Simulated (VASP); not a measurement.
# Si (Fd-3m) in VASP: notebook

The runs below take Si through relaxation of cell and atoms, with PBE+D3(BJ), RPBE.

Program: VASP 6.6.1. These are calculated values, not measurements. Logs are shortened: lines on timing, memory, paths and dates and some standing lists are left out, and cuts for length are marked.

## Step 1: Starting point

The structure is cubic, space group Fd-3m (No. 227). Conventional cell: a = 5.427 Å, b = 5.427 Å, c = 5.427 Å, α = 90.00°, β = 90.00°, γ = 90.00°. Around Si (site symmetry -43m) lie 4 Si at 2.35 Å.

## Step 2: Relaxation of cell and atoms, PBE+D3(BJ)

Input file INCAR:

```
SYSTEM = Si
ALGO = Normal
EDIFF = 1E-6
EDIFFG = -0.01
ENCUT = 600
GGA = PE
IBRION = 2
ISIF = 3
ISMEAR = 0
IVDW = 12
LASPH = .TRUE.
LCHARG = .FALSE.
LREAL = .FALSE.
LWAVE = .FALSE.
NELM = 80
NSW = 90
PREC = Accurate
SIGMA = 0.03
```

Input file KPOINTS:

```
k-points
0
G
  10 10 10
  0 0 0
```

Input file POSCAR:

```
Si
1.0
    0.0000000000      2.7135600000      2.7135600000
    2.7135600000      0.0000000000      2.7135600000
    2.7135600000      2.7135600000      0.0000000000
Si
2
Direct
    0.7500000000      0.7500000000      0.7500000000
    0.5000000000      0.5000000000      0.5000000000
```

Potentials or basis: VASP PAW PBE potentials, release 64 (Si).

The run is started by

```
$ cat potpaw_PBE.64/Si/POTCAR > POTCAR
$ mpirun -np 1 vasp_std > vasp.out
```

OUTCAR:

```text
SYSTEM = Si
   EDIFF = 1E-6
   EDIFFG = -0.01
   ENCUT = 600
   GGA = PE
   IBRION = 2
   ISIF = 3
   ISMEAR = 0
   IVDW = 12
   LASPH = .TRUE.
   LREAL = .FALSE.
   NELM = 80
   NSW = 90
   PREC = Accurate
 IVDW          = 12

 ion  position               nearest neighbor table
   1  0.750  0.750  0.750-   2 2.35   2 2.35   2 2.35   2 2.35
   2  0.500  0.500  0.500-   1 2.35   1 2.35   1 2.35   1 2.35

  LATTYP: Found a face centered cubic cell.
 ALAT       =     5.4271200000

  Lattice vectors:

 A1 = (   0.0000000000,   2.7135600000,   2.7135600000)
 A2 = (   2.7135600000,   0.0000000000,   2.7135600000)
 A3 = (   2.7135600000,   2.7135600000,   0.0000000000)

Analysis of symmetry for initial positions (statically):
=====================================================================
 Subroutine PRICEL returns:
 Original cell was already a primitive cell.

 Routine SETGRP: Setting up the symmetry group for a
 face centered cubic supercell.

 Subroutine GETGRP returns: Found 48 space group operations
 (whereof 24 operations were pure point group operations)
 out of a pool of 48 trial point group operations.

The static configuration has the point symmetry T_d .
 The point group associated with its full space group is O_h .

Analysis of symmetry for dynamics (positions and initial velocities):
=====================================================================
 Subroutine PRICEL returns:
 Original cell was already a primitive cell.

 Routine SETGRP: Setting up the symmetry group for a
 face centered cubic supercell.

 Subroutine GETGRP returns: Found 48 space group operations
 (whereof 24 operations were pure point group operations)
 out of a pool of 48 trial point group operations.

The dynamic configuration has the point symmetry T_d .
 The point group associated with its full space group is O_h .

 Subroutine INISYM returns: Found 48 space group operations
 (whereof 24 operations are pure point group operations),
 and found     1 'primitive' translations

----------------------------------------------------------------------------------------

                                     Primitive cell

  volume of cell :      39.9621

  direct lattice vectors                    reciprocal lattice vectors
     0.000000000  2.713560000  2.713560000    -0.184259792  0.184259792  0.184259792
     2.713560000  0.000000000  2.713560000     0.184259792 -0.184259792  0.184259792
     2.713560000  2.713560000  0.000000000     0.184259792  0.184259792 -0.184259792

  length of vectors
     3.837553354  3.837553354  3.837553354     0.319147321  0.319147321  0.319147321

  position of ions in fractional coordinates (direct lattice)
     0.750000000  0.750000000  0.750000000
     0.500000000  0.500000000  0.500000000

  ion indices of the primitive-cell ions
   primitive index   ion index
                 1           1
                 2           2

----------------------------------------------------------------------------------------

 KPOINTS: k-points

Automatic generation of k-mesh.
 Grid dimensions read from file:
 generate k-points for:   10   10   10

 Generating k-lattice:

  Cartesian coordinates                     Fractional coordinates (reciprocal lattice)
    -0.018425979  0.018425979  0.018425979     0.100000000  0.000000000  0.000000000
     0.018425979 -0.018425979  0.018425979     0.000000000  0.100000000  0.000000000
     0.018425979  0.018425979 -0.018425979     0.000000000  0.000000000  0.100000000

  Length of vectors
     0.031914732  0.031914732  0.031914732

  Shift w.r.t. Gamma in fractional coordinates (k-lattice)
     0.000000000  0.000000000  0.000000000

 Subroutine IBZKPT returns following result:
 ===========================================

 Found     47 irreducible k-points:

 Following reciprocal coordinates:
            Coordinates               Weight
  0.000000  0.000000  0.000000      1.000000
  0.100000  0.000000  0.000000      8.000000
  0.200000  0.000000  0.000000      8.000000
  0.300000  0.000000  0.000000      8.000000
  0.400000  0.000000  0.000000      8.000000
  0.500000  0.000000  0.000000      4.000000
[... 16 lines left out ...]
  0.300000  0.300000  0.000000      6.000000
  0.400000  0.300000  0.000000     24.000000
 [... further k-points ...]
   k-points           NKPTS =     47   k-points in BZ     NKDIM =     47   number of bands    NBANDS=      8
   number of dos      NEDOS =    301   number of ions     NIONS =      2
   total plane-waves  NPLWV =  32768
   dimension x,y,z NGX =    32 NGY =   32 NGZ =   32
   dimension x,y,z NGXF=    64 NGYF=   64 NGZF=   64
   ions per type =               2
   NGX,Y,Z   is equivalent  to a cutoff of  13.86, 13.86, 13.86 a.u.
   NGXF,Y,Z  is equivalent  to a cutoff of  27.73, 27.73, 27.73 a.u.
 SYSTEM =  Si
   PREC   = accura    normal or accurate (medium, high low for compatibility)
   ISTART =      0    job   : 0-new  1-cont  2-samecut
   ICHARG =      2    charge: 1-file 2-atom 10-const
   ISPIN  =      1    spin polarized calculation?
   LNONCOLLINEAR =      F non collinear calculations
   LSORBIT =      F    spin-orbit coupling
   LASPH  =      T    aspherical Exc in radial PAW
   ENCUT  =  600.0 eV  44.10 Ry    6.64 a.u.   7.66  7.66  7.66*2*pi/ulx,y,z
   NELM   =     80;   NELMIN=  2; NELMDL= -5     # of ELM steps
   EDIFF  = 0.1E-05   stopping-criterion for ELM
   LREAL  =      F    real-space projection
   EDIFFG = -.1E-01   stopping-criterion for IOM
   NSW    =     90    number of steps for IOM
   IBRION =      2    ionic relax: 0-MD 1-quasi-New 2-CG
   NFREE  =      1    steps in history (QN), initial steepest desc. (CG)
   ISIF   =      3    stress and relaxation
   ISYM   =      2    0-nonsym 1-usesym 2-fastsym
   POTIM  = 0.5000    time-step for ionic-motion
   TEBEG  =    0.0;   TEEND  =   0.0 temperature during run
   PSTRESS=    0.0 pullay stress
   NELECT =       8.0000    total number of electrons
   NUPDOWN=      -1.0000    fix difference up-down
   EMIN   =  10.00;   EMAX   =-10.00  energy-range for DOS
   EFERMI =   0.00;   METHOD = LEGACY
   ISMEAR =     0;   SIGMA  =   0.03  broadening in eV -4-tet -1-fermi 0-gaus
   EFERMI_NEDOS =   21; number of points for ismear=-14 and -15
   IALGO  =     38    algorithm
   IMIX   =      4    mixing-type and parameters
     AMIX     =   0.40;   BMIX     =  1.00
     AMIX_MAG =   1.60;   BMIX_MAG =  1.00
  volume/ion in A,a.u.               =      19.98       134.84
  Fermi-wavevector in a.u.,A,eV,Ry     =   0.957684  1.809760 12.478691  0.917158
  Thomas-Fermi vector in A             =   2.086724
   LORBIT       =      0    0 simple, 1 ext, 2 COOP (PROOUT), +10 PAW based schemes
   GGA     = PE    functional components
   LHFCALC =     F    Hartree Fock is set to
   AEXX    =    0.0000 exact exchange contribution
   IVDW    =    12    specifies the selected vdW correction
   LEPSILON=     F    determine dielectric tensor
   LRPA    =     F    only Hartree local field effects (RPA)
 conjugate gradient relaxation of ions
 non-spin polarized calculation
 Gauss-broadening in eV      SIGMA  =   0.03
  energy-cutoff  :      600.00
  volume of cell :       39.96
 maximum number of plane-waves:      1363
   NGX = 15   NGY = 15   NGZ = 15

--------------------------------------- Ionic step        1  -------------------------------------------

 number of electron       7.9999999 magnetization

 Free energy of the ion-electron system (eV)
  ---------------------------------------------------
  ext. energy  EPLUGINS =         0.00000000
  ---------------------------------------------------
  free energy    TOTEN  =       -10.84325918 eV

  energy without entropy =      -10.84325918  energy(sigma->0) =      -10.84325918

------------------------ aborting loop because EDIFF is reached ----------------------------------------

 Edisp (eV)   -0.62955

 E8    (eV) :    -0.2610

  FORCE on cell =-STRESS in cart. coord.  units (eV):
  Direction    XX          YY          ZZ          XY          YZ          ZX
  --------------------------------------------------------------------------------------
  -------------------------------------------------------------------------------------
  Total      -0.08808    -0.08808    -0.08808    -0.00000     0.00000    -0.00000
  in kB      -3.53153    -3.53153    -3.53153    -0.00000     0.00000    -0.00000
  external pressure =       -3.53 kB  Pullay stress =        0.00 kB
[... 61 lines left out ...]
  energy  without entropy=      -11.4729212513  energy(sigma->0) =      -11.47292125

--------------------------------------- Ionic step        3  -------------------------------------------

 number of electron       7.9999999 magnetization

 Free energy of the ion-electron system (eV)
  ---------------------------------------------------
  ext. energy  EPLUGINS =         0.00000000
  ---------------------------------------------------
  free energy    TOTEN  =       -10.84092666 eV

  energy without entropy =      -10.84092666  energy(sigma->0) =      -10.84092666

 E-fermi :   6.0305     XC(G=0):  -9.4325

 val. band max:        5.8868363666   @ k =   0.0000   0.0000   0.0000
 cond. band min:       6.4580502238   @ k =   0.4000   0.4000   0.0000
 fundamental gap:      0.5712138573
 Fermi energy:         6.0305003473

 k-point     1 :       0.0000    0.0000    0.0000
  band No.  band energies     occupation
      1      -6.1119      2.00000
      2       5.8868      2.00000
      3       5.8868      2.00000
      4       5.8868      2.00000
      5       8.4550      0.00000
      6       8.4550      0.00000
      7       8.4550      0.00000
      8       9.3301      0.00000
[... 243 lines left out ...]
 k-point    24 :       0.4000    0.3000    0.0000
  band No.  band energies     occupation
      1      -3.9381      2.00000
      2       0.4617      2.00000
      3       3.0167      2.00000
      4       3.4415      2.00000
      5       6.9304      0.00000
      6       8.1262      0.00000
      7      12.8735      0.00000
      8      12.9806      0.00000

 [... further k-points ...]

------------------------ aborting loop because EDIFF is reached ----------------------------------------

 Edisp (eV)   -0.63206

 E8    (eV) :    -0.2621

  FORCE on cell =-STRESS in cart. coord.  units (eV):
  Direction    XX          YY          ZZ          XY          YZ          ZX
  --------------------------------------------------------------------------------------
  -------------------------------------------------------------------------------------
  Total       0.00219     0.00219     0.00219    -0.00000    -0.00000     0.00000
  in kB       0.08806     0.08806     0.08806    -0.00000    -0.00000     0.00000
  external pressure =        0.09 kB  Pullay stress =        0.00 kB
[... 17 lines left out ...]
  FREE ENERGIE OF THE ION-ELECTRON SYSTEM (eV)
  ---------------------------------------------------
  free  energy   TOTEN  =       -11.4729891806 eV

  energy  without entropy=      -11.4729891806  energy(sigma->0) =      -11.47298918

 reached required accuracy - stopping structural energy minimisation
```

Run time: 9.5 s. Hardware: 1 thread of Intel Xeon 6975P-C (Granite Rapids), shared host; peak memory 0.18 GiB.

Results:

```
Free energy                            : -11.4730 eV
Relaxed volume                         : 19.90 Å³/atom
Relaxed cell                           : a = 3.832 Å, b = 3.832 Å, c = 3.832 Å, α = 60.00°, β = 60.00°, γ = 60.00°
Space group after relaxing (to 0.05 Å) : Fd-3m (No. 227)
Energy gained by relaxing              : 0.1 meV/atom
Ionic steps                            : 3
Pressure after relaxing                : 0.0 GPa
Band gap on the k mesh                 : 0.57 eV, indirect (least direct gap 2.57 eV)
Dispersion energy per atom             : -0.316 eV
```

The path:
| step | energy change (eV) | largest force (eV/Å) | pressure (GPa) | volume (Å³) |
| --- | --- | --- | --- | --- |
| 1 | 0.0000 | 0.0000 | -0.35 | 39.96 |
| 2 | -0.0001 | 0.0000 | 0.23 | 39.71 |
| 3 | -0.0002 | 0.0000 | 0.01 | 39.80 |

Final structure:
```yaml
crystal:
  lattice:
    - [0.00000, 2.70993, 2.70993]
    - [2.70993, 0.00000, 2.70993]
    - [2.70993, 2.70993, 0.00000]
  atoms:
    - { symbol: Si, position: [0.75000, 0.75000, 0.75000] }
    - { symbol: Si, position: [0.50000, 0.50000, 0.50000] }
```

A k mesh can miss the band edges. Expect the measured gap to be larger: semilocal functionals such as PBE lack the derivative discontinuity.

(Continued in part 2 of 2.)
